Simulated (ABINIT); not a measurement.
Set up this calculation in ABINIT 10.8.3 (patched build), as the native input.

```
Task                : single point
Functional          : PBE
Potentials or basis : PseudoDojo NC SR PBE v0.5 standard
Cutoff              : 1143 eV
k mesh              : 10 × 10 × 8
Occupations         : fermi-dirac, width 0.05 eV
Spin                : no spin polarisation
```

TiB2:

```xyz
3
Lattice="3.0292 0.0000 0.0000 -1.5146 2.6234 0.0000 0.0000 0.0000 3.2284" Properties=species:S:1:pos:R:3 pbc="T T T"
Ti    0.0000    0.0000    0.0000
B     1.5146    0.8745    1.6142
B     0.0000    1.7489    1.6142
```

These files were run (other wordings do the same):

run.abi

```
pp_dirpath "./"
pseudos "Ti.upf, B.upf"

acell 3.0292 3.0292 3.2284 Angstrom
rprim
     1.0000000000     0.0000000000     0.0000000000
    -0.5000000000     0.8660254038     0.0000000000
     0.0000000000     0.0000000000     1.0000000000
ntypat 2
znucl 22 5
natom 3
typat 1 2 2
xred
     0.0000000000     0.0000000000     0.0000000000
     0.6666666667     0.3333333333     0.5000000000
     0.3333333333     0.6666666667     0.5000000000

ecut 42.0

kptopt 1
ngkpt 10 10 8
nshiftk 1
shiftk 0.0 0.0 0.0

ixc 11

nband 13
occopt 3
tsmear 0.05 eV

nstep 100
tolvrs 1.0e-10

iomode 3
prtwf 0
prtden 0
prteig 0
prtebands 0
```

Potentials or basis: PseudoDojo NC SR PBE v0.5 standard.

Command:

```bash
$ abinit run.abi > log 2>&1
```

Results of the run:

| Item | Value |
| --- | --- |
| Pressure | 0.2 GPa |
| Band gap on the k mesh | none (metal or under the smearing width) |
| Valence electrons inside the program's atomic spheres | Ti 9.59; B 2.84 |

Run time: 56 s on 1 thread of Arm Neoverse V2 (shared host), peak memory 0.09 GiB.
